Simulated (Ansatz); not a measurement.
# CdSe (Cadmoselite) (P6_3mc) in Ansatz: further runs

The runs below take CdSe (Cadmoselite) through single point, with PBE.

All numbers are computed with Ansatz 0.2.0; they aren't measurements. Logs are shortened: lines on timing, memory, paths and dates and some standing lists are left out, and cuts for length are marked.

**What was measured.**

A printed reference work, data compilation reports, for a bulk crystal of CdSe at 2 K: band gap 1.841 eV.

How close the calculation comes is told below.

### 1 The crystal as given

Symmetry: P6_3mc, No. 186, hexagonal system. The conventional cell has a = 4.300 Å, b = 4.300 Å, c = 7.020 Å, α = 90.00°, β = 90.00°, γ = 120.00°. Around Cd (site symmetry 3m) lie 4 Se at 2.61 to 2.70 Å. Se (site symmetry 3m) has 4 Cd at 2.61 to 2.70 Å as nearest neighbours.

### 2 Single point, PBE

File input.yaml:

```yaml
crystal:
  lattice:
    - [4.3, 0.0, 0.0]
    - [-2.15, 3.7239092363, 0.0]
    - [0.0, 0.0, 7.02]
  atoms:
    - { symbol: Cd, position: [0.6666666667, 0.3333333333, 0.5] }
    - { symbol: Cd, position: [0.3333333333, 0.6666666667, 0.0] }
    - { symbol: Se, position: [0.6666666667, 0.3333333333, 0.885] }
    - { symbol: Se, position: [0.3333333333, 0.6666666667, 0.385] }
hamiltonian:
  xc: pbe
  pseudopotentials: { kind: paw }
kpoints:
  mp_grid: { grid: [7, 7, 4] }
scf:
  occupations: { method: gaussian, width: 0.029 }
output:
  forces: true
  stress: true
  eigenvalues: true
  write_density: true
  write_potential: true
  elf: true
  volumetric_format: npy
```

Potentials or basis: Ansatz PAW.

Run with:

```sh
> ansatz run input.yaml --threads 2 --pin off --max-ram 5632MiB --backend cpu --events-out ev --progress --plain --runs-dir out
```

The program printed:

```text
Warning: RAYON_NUM_THREADS=2 ignored (pool sized by the plan → 2); use --threads N
Engine: ansatz 0.2.0, x86_64-unknown-linux-gnu
Pseudopotentials: kind: paw
Pseudopotential: Cd, paw, valence charge 20, recommended cutoff 420 eV (normal), Cd.paw.azcp
Pseudopotential: Se, paw, valence charge 16, recommended cutoff 420 eV (normal), Se.paw.azcp
Functional definition: PBE
  parameter kappa = 0.804
  parameter beta = 0.06672455060314922
  exchange = pbe_x(kappa = kappa, mu = beta*pi^2/3)
  correlation = pbe_c(beta = beta)
Crystal: 4 atoms, lattice volume = 112.410 Å³
Basis set: ecut = 420 eV, 2189 PW (Γ), exchange–correlation on 60×60×96 points (8 copies of the dense FFT grid, shifted against one another)
Bands: 44, of which v1, the nominal top of the filled ones, is band 36 counted from 1 (35 counted from 0)
Symmetry: 12 space group operations
Space group: P63mc (ITA 186), of the structure as read, at distance tolerance 4.8e-5 Å
k-points: 24 of 196 (time reversal used)
Non-local potential: Cd, projectors of the file, l = 0: 3, l = 1: 2, l = 2: 2, l = 3: 1
Non-local potential: Se, projectors of the file, l = 0: 2, l = 1: 2, l = 2: 3, l = 3: 1
PAW form: soft (Blöchl's): semilocal exchange-correlation on the pseudo side does not see the compensation charge
PAW one-centre angular grid: Cd, 590 points (default); XC on 64 Gauss nodes
PAW one-centre angular grid: Se, 590 points (default); XC on 64 Gauss nodes
Initial density: superposition of atomic densities (neutral atoms: chi_scale 0, normalization atom), corrected by the library's trained network
Initial wavefunctions: pseudopotential atomic-orbital guess
Functional: x = pbe(κ = 0.804, μ = 0.2195149727645171), c = pbe(β = 0.06672455060314922)
SCF iter   1: F=—  HF=-27449.509513 eV  |F-HF|=—  |Δ(HF+E_count)|=         —  Δρ=8.75e-4  dr2=1.69e-3  ethr=1.77e-3  ⟨swp⟩=6.4  Hψ=3915  notcnv=0  defer=3
preconditioner: auto → Resta (q_TF=auto, 2.533 Å⁻¹)  ε∞=4.0  [insulator: Δε(μ)=0.690 eV  Ē_g=12.156 eV  σ=0.029 eV  W_gap=1.00  n_scr=34 (ndim 8)  ℏωp=21.0 eV  f_vac=0.201  D(μ)=0.00/eV (n_scr^D=0)  ε∞_Penn≈4.0]
SCF iter   2: F=—  HF=-27449.510658 eV  |F-HF|=—  |Δ(HF+E_count)|=   1.15e-3  Δρ=5.01e-4  dr2=5.09e-4  ethr=2.35e-6  ⟨swp⟩=2.0  Hψ=1723  notcnv=0  defer=34
SCF iter   3: F=—  HF=-27449.510715 eV  |F-HF|=—  |Δ(HF+E_count)|=   5.72e-5  Δρ=2.27e-4  dr2=4.23e-5  ethr=7.08e-7  ⟨swp⟩=2.0  Hψ=1418  notcnv=0  defer=34
SCF iter   4: F=—  HF=-27449.510761 eV  |F-HF|=—  |Δ(HF+E_count)|=   4.62e-5  Δρ=9.88e-5  dr2=1.15e-5  ethr=5.88e-8  ⟨swp⟩=2.7  Hψ=1812  notcnv=0  defer=34
SCF iter   5: F=—  HF=-27449.510776 eV  |F-HF|=—  |Δ(HF+E_count)|=   1.52e-5  Δρ=3.42e-5  dr2=2.08e-6  ethr=1.60e-8  ⟨swp⟩=2.0  Hψ=1379  notcnv=0  defer=34
SCF iter   6: F=—  HF=-27449.510778 eV  |F-HF|=—  |Δ(HF+E_count)|=   1.82e-6  Δρ=9.96e-6  dr2=1.06e-7  ethr=2.89e-9  ⟨swp⟩=2.0  Hψ=1418  notcnv=0  defer=34
SCF iter   7: F=-27449.510778 eV  HF=-27449.510778 eV  |F-HF|=9.49e-9  |Δ(HF+E_count)|=   2.48e-7  Δρ=5.14e-6  dr2=2.67e-8  ethr=1.39e-10  ⟨swp⟩=12.1  Hψ=7226  notcnv=0
SCF 1 converged in 7 iterations: F = -27449.510778 eV  dr2 = 2.67e-8
SCF converged after 7 iterations
Free energy (F): -27449.510778 eV
Harris-Foulkes:  -27449.510778 eV  (|F-HF|=9.49e-9)
Internal energy: -27449.510778 eV  (E = F + TS)
E sigma→0 (E₀):  -27449.510778 eV
Fermi energy:    7.828704 eV
--- Per-component energies (eV) ---
  E_band       = -1779.234993
  E_kinetic    = 1248.246274
  E_local      = -12776.457166  (includes V_loc(G=0)·N_el)
  E_nonlocal   = -1124.723804
  E_hartree    = 6078.069582
  E_xc         = -562.480725
  E_vxc        = -640.392421  (∫ρ·V_xc dr)
  E_paw        = -11989.161021  (= ΣΔE_a)
  E_vpaw       = -642.062666  (= ΣTr[D̂ρ^β])
  E_aug_tail   = -0.001150  (compensation charges beyond the density's cutoff)
  E_ewald      = -8323.002769
  E_smearing   = -0.000000  (= −TS)
  E_closure    = 0.000000  (closes the sum)
  Σ components = -27449.510778   (vs F -27449.510778, Δ=0.00e0)
--- Forces (eV/Å), atoms counted from 1 ---
  atom   1  Cd    -0.00000000     0.00000000     0.28164614
  atom   2  Cd     0.00000000    -0.00000000     0.28164614
  atom   3  Se     0.00000000     0.00000000    -0.28163867
  atom   4  Se    -0.00000000    -0.00000000    -0.28163867
  max |Σ_I F_I| component: 1.49e-5 eV/Å
--- Stress (GPa, compression-positive) ---
        3.687275       0.000000       0.000000
       -0.000000       3.687275      -0.000000
        0.000000      -0.000000       1.663126
  P = ⅓ Tr σ = 3.0126 GPa (30.126 kbar)
--- Band table (eV; the first three rows and the last of 24) ---
  k-point 0: bands = ["-94.1409", "-94.1409", "-55.2114", "-55.2111", "-55.2106", "-55.2106", "-55.2105", "-55.2105", "-39.1611", "-39.1611", "-39.1611", "-39.1611", "-39.1504", "-39.1504", "-39.1503", "-39.1503", "-39.1499", "-39.1498", "-5.1154", "-4.7483", "-0.4514", "-0.4514", "-0.3957", "-0.3957", "-0.3883", "-0.0926", "-0.0926", "-0.0283", "-0.0283", "0.2524", "3.2446", "6.7613", "6.7613", "7.4658", "7.4770", "7.4770", "8.1796", "9.5998", "13.3661", "13.3661", "13.6205", "14.4760", "14.4760", "15.1866"]
  k-point 1: bands = ["-94.1409", "-94.1409", "-55.2114", "-55.2112", "-55.2106", "-55.2106", "-55.2105", "-55.2105", "-39.1611", "-39.1611", "-39.1611", "-39.1611", "-39.1504", "-39.1504", "-39.1503", "-39.1503", "-39.1499", "-39.1498", "-5.0613", "-4.8012", "-0.4453", "-0.4453", "-0.4059", "-0.4059", "-0.3469", "-0.0814", "-0.0814", "-0.0359", "-0.0359", "0.0732", "3.7509", "6.3092", "6.8590", "6.8590", "7.3644", "7.3644", "9.2050", "9.7037", "13.1748", "13.4481", "13.4481", "14.2018", "14.2018", "14.4487"]
  k-point 2: bands = ["-94.1409", "-94.1409", "-55.2113", "-55.2113", "-55.2105", "-55.2105", "-55.2105", "-55.2105", "-39.1611", "-39.1611", "-39.1611", "-39.1611", "-39.1503", "-39.1503", "-39.1503", "-39.1503", "-39.1498", "-39.1498", "-4.9307", "-4.9307", "-0.4276", "-0.4276", "-0.4276", "-0.4276", "-0.1963", "-0.1963", "-0.0569", "-0.0569", "-0.0569", "-0.0569", "4.9144", "4.9144", "7.1044", "7.1044", "7.1044", "7.1044", "9.8165", "9.8165", "13.2979", "13.2979", "13.7409", "13.7409", "13.7409", "13.7409"]
  k-point 23: bands = ["-94.1409", "-94.1409", "-55.2113", "-55.2113", "-55.2107", "-55.2107", "-55.2107", "-55.2107", "-39.1611", "-39.1611", "-39.1611", "-39.1611", "-39.1504", "-39.1504", "-39.1503", "-39.1503", "-39.1498", "-39.1498", "-4.6511", "-4.6511", "-0.2811", "-0.2811", "-0.2622", "-0.2622", "-0.1130", "-0.1130", "-0.0676", "-0.0676", "0.3306", "0.3306", "3.3874", "3.3874", "5.1404", "5.1404", "6.3935", "6.3935", "11.2526", "11.2526", "13.2411", "13.2411", "13.7783", "13.7783", "15.5503", "15.5503"]
```

Run time: 11 s. Hardware: 2 threads of Intel Xeon at 2.50GHz (Skylake/Cascade Lake), shared host; peak memory 0.43 GiB.

Results:

- Free energy: -27449.5108 eV
- Pressure: 3.0 GPa
- Largest force: 0.282 eV/Å
- Band gap on the k mesh: 0.70 eV, direct

Forces in eV/Å, atoms in the order of the input:
```
Cd   0.000  0.000  0.282
Cd   0.000  0.000  0.282
Se   0.000  0.000 -0.282
Se   0.000  0.000 -0.282
```

Levels at points of the mesh, in eV from the valence-band top:
| k point | band 34 | band 35 | band 36 | band 37 | band 38 | band 39 |
| --- | --- | --- | --- | --- | --- | --- |
| (0.00, 0.00, 0.00) | -0.01 | 0.00 | 0.00 | 0.70 | 2.12 | 5.89 |
| (0.00, 0.00, -0.50) | -0.37 | -0.37 | -0.37 | 2.34 | 2.34 | 5.82 |

Caveat: odd divisions of the mesh miss points on the zone boundary, where band edges often lie, so the gap on the mesh can be too wide.

### 3 Single point, PBE

input.yaml: that of step 2 with these lines changed.

```diff
@@ -16,3 +16,3 @@
 scf:
-  occupations: { method: gaussian, width: 0.029 }
+  occupations: { method: gaussian, width: 0.03 }
 output:
```

Potentials or basis: Ansatz PAW.

Run with:

```sh
> ansatz run input.yaml --threads 2 --pin off --max-ram 5632MiB --backend cpu --events-out ev --progress --plain --runs-dir out
```

Run time: 12 s. Hardware: 2 threads of Intel Xeon at 2.50GHz (Skylake/Cascade Lake), shared host; peak memory 0.43 GiB.

Results (log left out):

```
Free energy            : -27449.5108 eV
Pressure               : 3.0 GPa
Largest force          : 0.282 eV/Å
Band gap on the k mesh : 0.70 eV, direct
```

Forces in eV/Å, atoms in the order of the input:
```
Cd   0.000  0.000  0.282
Cd   0.000  0.000  0.282
Se   0.000  0.000 -0.282
Se   0.000  0.000 -0.282
```

Stress tensor (GPa, compression positive):
```
3.69 0.00 0.00
0.00 3.69 0.00
0.00 0.00 1.66
```

Levels at points of the mesh, in eV from the valence-band top:
```csv
k point,band 32,band 33,band 34,band 35,band 36,band 37,band 38,band 39,band 40,band 41
"(0.00, 0.00, 0.00)",-0.72,-0.72,-0.01,0.00,0.00,0.70,2.12,5.89,5.89,6.14
"(0.00, 0.00, -0.50)",-2.56,-0.37,-0.37,-0.37,-0.37,2.34,2.34,5.82,5.82,6.26
```

Caveat: odd divisions of the mesh miss points on the zone boundary, where band edges often lie, so the gap on the mesh can be too wide.

### 4 How close it comes

Step 2. Against the measured gap of CdSe, 1.841 eV (2 K; a printed reference work, data compilation), the calculated 0.70 eV is off by -1.14 eV. So large a miss can be the level of theory's own, or it may mean another phase, state or a wrong row. Spin-orbit coupling on Cd, Se is left out. The value is that of PBE, without temperature or zero-point motion. Semilocal functionals fall short of measured gaps as a rule.

Step 3. Measured gap of CdSe: 1.841 eV (2 K; a printed reference work, data compilation). This calculation gives 0.70 eV (-1.14 eV). So large a miss can be the level of theory's own, or it may mean another phase, state or a wrong row. Spin-orbit coupling on Cd, Se is left out. The value is that of PBE, without temperature or zero-point motion. Semilocal functionals fall short of measured gaps as a rule.
